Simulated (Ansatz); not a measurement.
Co:

```
CELL_PARAMETERS angstrom
2.47056 0.00000 0.00000
-1.23528 2.13957 0.00000
0.00000 0.00000 8.08823
ATOMIC_POSITIONS crystal
Co 0.66667 0.33333 0.75000
Co 0.00000 0.00000 0.50000
Co 0.33333 0.66667 0.25000
Co 0.00000 0.00000 0.00000
```

| Quantity | Value |
| --- | --- |
| Program | Ansatz 0.2.0 |
| Task | relaxation of cell and atoms |
| Functional | SVWN5 |
| Potentials or basis | Ansatz PAW |
| Cutoff | 420 eV (not typed: the program's choice for these potentials) |
| k mesh | 12 × 12 × 4 |
| Occupations | fermi-dirac, width 0.05 eV |
| Spin | collinear spin, ferromagnetic start |
| Starting moments | [2.0, 2.0, 2.0, 2.0] μB |

At the start: volume 10.69 Å³/atom.

Task: How do energy, volume and symmetry change on relaxing?

Result: It ends after 8 steps and the volume is 10.02 Å³/atom (-6.3 %); space group P6_3/mmc (No. 194, to 0.05 Å); moment 6.05 μB per cell.

Step by step:
| step | energy change (eV) | largest force (eV/Å) | volume (Å³) |
| --- | --- | --- | --- |
| 1 | 0.0000 | 0.0000 | 42.75 |
| 2 | -0.1082 | 0.0000 | 41.28 |
| 3 | -0.1392 | 0.0000 | 39.91 |
| 4 | -0.1396 | 0.0000 | 40.10 |
| 5 | -0.1396 | 0.0000 | 40.09 |
| 6 | -0.1362 | 0.0000 | 40.09 |
| 7 | -0.1363 | 0.0000 | 40.06 |
| 8 | -0.1363 | 0.0000 | 40.06 |

Final structure:
```
Co
1.0
     2.42553    0.00000    0.00000
    -1.21277    2.10057    0.00000
     0.00000    0.00000    7.86278
Co
4
Direct
  0.66667 0.33333 0.75000
  0.00000 0.00000 0.50000
  0.33333 0.66667 0.25000
  0.00000 0.00000 0.00000
```

Caveat: the plane-wave basis is chosen anew once the cell has moved, so the energies of steps on either side of that aren't comparable; the pressure holds a Pulay correction of +0.3 GPa for the finite cutoff; the PAW data sets come from PBE, with cores solved anew for the run's functional, which leaves a small shift of forces and pressure.
